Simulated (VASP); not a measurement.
Computed with HSE06 screened hybrid, VASP's PBE PAW potentials (set 64) (plane waves; VASP).

The input files of a VASP run:

### POSCAR
```
CsPbI3
6.3347540
  1.0000000000   0.0000000000   0.0000000000
  0.0000000000   1.0000000000   0.0000000000
  0.0000000000   0.0000000000   1.0000000000
Cs Pb I
1 1 3
Cart
  0.5000000000   0.5000000000   0.5000000000
  0.0000000000   0.0000000000   0.0000000000
  0.0000000000   0.0000000000   0.5000000000
  0.5000000000   0.0000000000   0.0000000000
  0.0000000000   0.5000000000   0.0000000000
```

INCAR:
```
! general
SYSTEM    =  CsPbI3
PREC      =  Accurate
ENCUT     =  300   ! plane-wave cut-off (eV)
LREAL     =  .FALSE.   ! projection in real space or not
LASPH     =  .TRUE.   ! aspherical one-centre terms
ISYM      =  3

! electronic loop
EDIFF     =  1E-6
NELM      =  100   ! most electronic steps
ALGO      =  Normal   ! blocked Davidson
LMAXMIX   =  4

! smearing
ISMEAR    =  0
SIGMA     =  0.01

! functional
GGA       =  PE   ! PBE
LHFCALC   =  .TRUE.
AEXX      =  0.25
HFSCREEN  =  0.2   ! 1/Angstrom
PRECFOCK  =  Fast

! ions
ISIF      =  2

! output
LWAVE     =  .FALSE.
LCHARG    =  .FALSE.
```

### KPOINTS
```
Automatic mesh
0
Gamma
3 3 3
0 0 0
```

POTCAR, in this order: Cs_sv Pb_d I (PBE.64 set). Program: vasp_std.

Output of the run:

**OSZICAR**
```
       N       E                     dE             d eps       ncg     rms          rms(c)
DAV:   1    -0.702698056266E+04   -0.70270E+04   -0.13778E+04   208   0.930E+02
DAV:   2    -0.731757897207E+04   -0.29060E+03   -0.28570E+03   276   0.265E+02
DAV:   3    -0.734739987936E+04   -0.29821E+02   -0.29781E+02   248   0.105E+02
DAV:   4    -0.734840496080E+04   -0.10051E+01   -0.10048E+01   312   0.242E+01
DAV:   5    -0.170498092667E+02    0.73314E+04   -0.23571E+01   252   0.426E+01    0.717E+00
DAV:   6    -0.168916691564E+02    0.15814E+00   -0.18876E+00   222   0.772E+00    0.584E+00
DAV:   7    -0.168844595459E+02    0.72096E-02   -0.43177E-01   302   0.290E+00    0.466E+00
DAV:   8    -0.168868279107E+02   -0.23684E-02   -0.40341E-02   254   0.926E-01    0.291E+00
DAV:   9    -0.168854762144E+02    0.13517E-02   -0.51911E-03   238   0.416E-01    0.166E+00
DAV:  10    -0.168850424871E+02    0.43373E-03   -0.15647E-03   254   0.235E-01    0.901E-01
DAV:  11    -0.168850457069E+02   -0.32198E-05   -0.61022E-04   230   0.142E-01    0.474E-01
DAV:  12    -0.168851055714E+02   -0.59865E-04   -0.24468E-04   250   0.895E-02    0.245E-01
DAV:  13    -0.168851489757E+02   -0.43404E-04   -0.11255E-04   256   0.583E-02    0.129E-01
DAV:  14    -0.168851742071E+02   -0.25231E-04   -0.58592E-05   236   0.398E-02    0.685E-02
DAV:  15    -0.168851873588E+02   -0.13152E-04   -0.30217E-05   228   0.276E-02    0.379E-02
DAV:  16    -0.168851938012E+02   -0.64424E-05   -0.16126E-05   236   0.194E-02    0.220E-02
DAV:  17    -0.168851967753E+02   -0.29741E-05   -0.85320E-06   196   0.138E-02    0.136E-02
DAV:  18    -0.168851982214E+02   -0.14461E-05   -0.46447E-06   204   0.101E-02    0.904E-03
DAV:  19    -0.168851988818E+02   -0.66041E-06   -0.23859E-06   180   0.712E-03
   1 F= -.16885199E+02 E0= -.16885199E+02  d E =-.102530E-41
```

### OUTCAR
```
------------------------ aborting loop because EDIFF is reached ----------------------------------------
  FORCE on cell =-STRESS in cart. coord.  units (eV):
  Direction    XX          YY          ZZ          XY          YZ          ZX
  --------------------------------------------------------------------------------------
  Total       -0.3949810     -0.3949810     -0.3949810      0.0000000      0.0000000      0.0000000
  in kB       -2.4894160     -2.4894160     -2.4894160      0.0000000      0.0000000      0.0000000
  external PRESSURE =      -2.4894160 kB  Pullay stress =       0.0000000 kB
  volume of cell :      254.21
      direct lattice vectors                 reciprocal lattice vectors
     6.334754000  0.000000000  0.000000000     0.157859327  0.000000000  0.000000000
     0.000000000  6.334754000  0.000000000     0.000000000  0.157859327  0.000000000
     0.000000000  0.000000000  6.334754000     0.000000000  0.000000000  0.157859327
 POSITION                                       TOTAL-FORCE (eV/Angst)
 -----------------------------------------------------------------------------------
      3.16738      3.16738      3.16738         0.000000      0.000000      0.000000
      0.00000      0.00000      0.00000         0.000000      0.000000      0.000000
      0.00000      0.00000      3.16738         0.000000      0.000000      0.000000
      3.16738      0.00000      0.00000         0.000000      0.000000      0.000000
      0.00000      3.16738      0.00000         0.000000      0.000000      0.000000
 -----------------------------------------------------------------------------------
    total drift:                                0.000000     -0.000008      0.000006
  FREE ENERGIE OF THE ION-ELECTRON SYSTEM (eV)
  ---------------------------------------------------
  free  energy   TOTEN  =       -16.8851988818 eV

  energy  without entropy=      -16.8851988818  energy(sigma->0) =      -16.88519888

  exchange ACFDT corr.  =         0.00000000  see jH, gK, PRB 81, 115126
```
(Selected blocks of OUTCAR.)

At this cut-off the stress carries a Pulay error, which pulls relaxed volumes low.

The structure comes from a computed database's CsPbI3 entry; how it stands against other phases isn't given here. The cell was not relaxed at this level.
